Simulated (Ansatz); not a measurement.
A run of Ansatz 0.2.0 is set up as follows.

input.yaml

```yaml
crystal:
  lattice:
    - [3.3914762718, 0.0, 0.0]
    - [-1.6957381359, 2.9371046077, 0.0]
    - [0.0, 0.0, 5.290053]
  atoms:
    - { symbol: Zr, position: [0.6666666667, 0.3333333333, 0.75] }
    - { symbol: Zr, position: [0.3333333333, 0.6666666667, 0.25] }
    - { symbol: C, position: [0.0, 0.0, 0.5] }
    - { symbol: C, position: [0.0, 0.0, 0.0] }
hamiltonian:
  xc: lda
  pseudopotentials: { kind: paw_fr }
magnetization:
  noncollinear: true
  spin_orbit: true
kpoints:
  mp_grid: { grid: [7, 7, 4] }
  band_path:
    path:
      - [[0.0, 0.0, 0.0], [0.5, 0.0, 0.0], [0.3333333333, 0.3333333333, 0.0], [0.0, 0.0, 0.0], [0.0, 0.0, 0.5], [0.5, 0.0, 0.5], [0.3333333333, 0.3333333333, 0.5], [0.0, 0.0, 0.5]]
      - [[0.5, 0.0, 0.5], [0.5, 0.0, 0.0]]
      - [[0.3333333333, 0.3333333333, 0.0], [0.3333333333, 0.3333333333, 0.5]]
    npoints: 14
scf:
  occupations: { method: fermi_dirac, width: 0.05 }
  n_extra_bands: 10
output:
  forces: true
  stress: true
  eigenvalues: true
  fatbands: false
```

Potentials or basis: Ansatz PAW.

Run with:

```console
$ ansatz run input.yaml --threads 2 --pin off --max-ram 5632MiB --backend cpu --events-out ev --progress --plain --runs-dir out
```

What does it give for the band gap on the k mesh?

None (metal or under the smearing width).

Predict the pressure.

-11.9 GPa.

Stress tensor (GPa, compression positive):
```
-13.13   0.00   0.00
  0.00 -13.13   0.00
  0.00   0.00  -9.31
```

Caveat: the PAW data sets come from PBE, with cores solved anew for the run's functional, which leaves a small shift of forces and pressure.
